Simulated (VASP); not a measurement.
Crystal: C.

```
C
1.0
     2.46100    0.00000    0.00000
    -1.23050    2.13129    0.00000
     0.00000    0.00000    6.70800
C
4
Direct
  0.00000 0.00000 0.25000
  0.33333 0.66667 0.25000
  0.50000 0.00000 0.75000
  0.83333 0.66667 0.75000
```

The cell was built by a generator and needn't be a form met in nature.

Base run:

```yaml
Program: VASP 6.6.1
Functional: PBE
Dispersion: MBD
Potentials_or_basis: VASP PAW PBE potentials, release 64 (C)
Cutoff: 520 eV
k_mesh: 16 × 16 × 4
Occupations: fermi-dirac, width 0.05 eV
Spin: no spin polarisation
```

Its results: band gap on the k mesh 0.21 eV; pressure 0.7 GPa; largest force 0.013 eV/Å.

**Question.** The run is repeated on the same cell with these changes: dispersion from MBD to D3(BJ). What comes out?

**Answer.** Band gap on the k mesh 0.21 eV; pressure 2.0 GPa; largest force 0.012 eV/Å.

A k mesh can miss the band edges.
